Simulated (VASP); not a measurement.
Set up this calculation in VASP 6.6.1, as the native input.

```yaml
Task: relaxation of cell and atoms
Functional: revTPSS
Potentials_or_basis: VASP PAW PBE potentials, release 64 (As, B)
Cutoff: 600 eV
k_mesh: 10 × 10 × 10
Occupations: fermi-dirac, width 0.05 eV
Spin: no spin polarisation
Further_INCAR_settings: ALGO = Normal; EDIFF = 1e-06; IBRION = 2; EDIFFG = -0.01; NSW = 40; ISIF = 3
```

The structure of BAs lies in POSCAR:

```
BAs
1.0
    0.0000000000      2.3885000000      2.3885000000
    2.3885000000      0.0000000000      2.3885000000
    2.3885000000      2.3885000000      0.0000000000
As B
1 1
Direct
    0.7500000000      0.7500000000      0.7500000000
    0.0000000000      0.0000000000      0.0000000000
```

One way to write it, as run:

INCAR

```
SYSTEM = BAs
PREC     = Accurate       ! precision mode
ENCUT    = 600            ! plane-wave cutoff, eV
EDIFF    = 1E-6           ! SCF threshold, eV
ISMEAR   = -1             ! smearing method
SIGMA    = 0.05           ! smearing width, eV
LREAL    = .False.        ! projectors in reciprocal space
LASPH    = .True.         ! aspherical terms in the spheres
NELM     = 100            ! most SCF steps
ALGO     = Normal         ! electronic algorithm
ISIF     = 3              ! what is computed and relaxed
LWAVE    = .False.        ! write WAVECAR
LCHARG   = .False.        ! write CHGCAR
METAGGA  = RTPSS          ! meta-GGA
LMIXTAU  = .True.       
IBRION   = 2              ! ionic algorithm
NSW      = 40             ! ionic steps
EDIFFG   = -0.01          ! ionic threshold
```

KPOINTS

```
regular mesh
0
Gamma
  10 10 10
  0 0 0
```

Potentials or basis: VASP PAW PBE potentials, release 64 (As, B).

The run is started by

```console
$ cat potpaw_PBE.64/As/POTCAR potpaw_PBE.64/B/POTCAR > POTCAR
$ mpirun -np 1 vasp_std > vasp.out
```

It gave:

* Relaxed volume: 13.70 Å³/atom
* Relaxed cell: a = 3.384 Å, b = 3.384 Å, c = 3.384 Å, α = 60.00°, β = 60.00°, γ = 60.00°
* Space group after relaxing (to 0.05 Å): F-43m (No. 216)
* Energy gained by relaxing: 0.2 meV/atom
* Ionic steps: 3
* Pressure after relaxing: 0.0 GPa
* Band gap on the k mesh: 1.08 eV, indirect (least direct gap 3.32 eV)

Caveat: the PAW data sets were made with another functional, which shifts forces and pressure a little.

It took 2.1 min on 1 thread of Intel(R) Xeon(R) Platinum 8488C (Sapphire Rapids), with other jobs on the host, peak memory 0.17 GiB.
